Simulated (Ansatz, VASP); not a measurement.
## One calculation of Ni, two programs

The input POSCAR:

```
Ni
1.0
    0.0000000000      1.7380692641      1.7380692641
    1.7380692641      0.0000000000      1.7380692641
    1.7380692641      1.7380692641      0.0000000000
Ni
1
Direct
    0.0000000000      0.0000000000      0.0000000000
```

Contents of INCAR.step1:

```
SYSTEM = Ni
PREC = Accurate
ENCUT = 520
ISMEAR = -1
SIGMA = 0.05
LREAL = .FALSE.
LASPH = .TRUE.
NELM = 150
ISPIN = 2
MAGMOM = 0.807
LMAXMIX = 4
NBANDS = 15
GGA = PE
ALGO = Normal
EDIFF = 1E-4
LWAVE = .TRUE.
LCHARG = .FALSE.
```

File INCAR.step2:

```
SYSTEM = Ni
PREC = Accurate
ENCUT = 520
EDIFF = 1E-6
ISMEAR = -1
SIGMA = 0.05
LREAL = .FALSE.
LASPH = .TRUE.
NELM = 150
ALGO = Normal
ISIF = 2
LWAVE = .FALSE.
LCHARG = .FALSE.
ISPIN = 2
MAGMOM = 0.807
LORBIT = 11
LMAXMIX = 4
METAGGA = R2SCAN
LMIXTAU = .TRUE.
NBANDS = 15
ISTART = 1
```

KPOINTS

```
Automatic mesh
0
G
  12 12 12
  0 0 0
```

Input for Ansatz:

```yaml
crystal:
  lattice:
    - [0.0, 1.7380692641, 1.7380692641]
    - [1.7380692641, 0.0, 1.7380692641]
    - [1.7380692641, 1.7380692641, 0.0]
  atoms:
    - { symbol: Ni, position: [0.0, 0.0, 0.0], spin: 0.807 }
hamiltonian:
  xc: r2scan
  pseudopotentials:
    kind: paw
    azcp:
      Ni: "pseudopotentials/Ni.paw.azcp"
basis:
  ecutwfc: 500
  fft_grid_basis: typed
kpoints:
  mp_grid: { grid: [12, 12, 12], shift: [0, 0, 0] }
magnetization:
  spin_polarized: true
scf:
  occupations: { method: fermi_dirac, width: 0.05 }
  lower_state_search: "off"
output:
  stress: true
```

Alike in both runs: task single point; functional r2SCAN; k mesh 12 × 12 × 12; occupations fermi-dirac, width 0.05 eV; collinear spin.

|  | VASP | Ansatz |
| --- | --- | --- |
| version | VASP 6.6.1 | Ansatz 0.2.0 |
| potentials or method | VASP PAW PBE potentials, release 64 (Ni) | plane waves (500 eV) with PAW, scalar-relativistic |
| plane-wave cutoff (eV) | 520 | 500 |
| valence electrons in the cell | 10 | 18 |

VASP gave:

```
pressure (GPa)                                                : 0.7
net moment per atom (μB)                                      : 0.72
size of the moment on the site where the two differ most (μB) : 0.74
```

Task: What did Ansatz give for the same quantities?

Result: Pressure (GPa): 0.4; net moment per atom (μB): 0.73; size of the moment on the site where the two differ most (μB): 0.80.

Site moments also hang on the region over which each program counts them. With one functional, cell and mesh, what is left measures potentials, basis and numerics. The two sets of potentials don't hold the same shells in valence. Ansatz warned: «stability_check_not_made».

Caveats: the PAW data sets were made with another functional, which shifts forces and pressure a little (VASP).
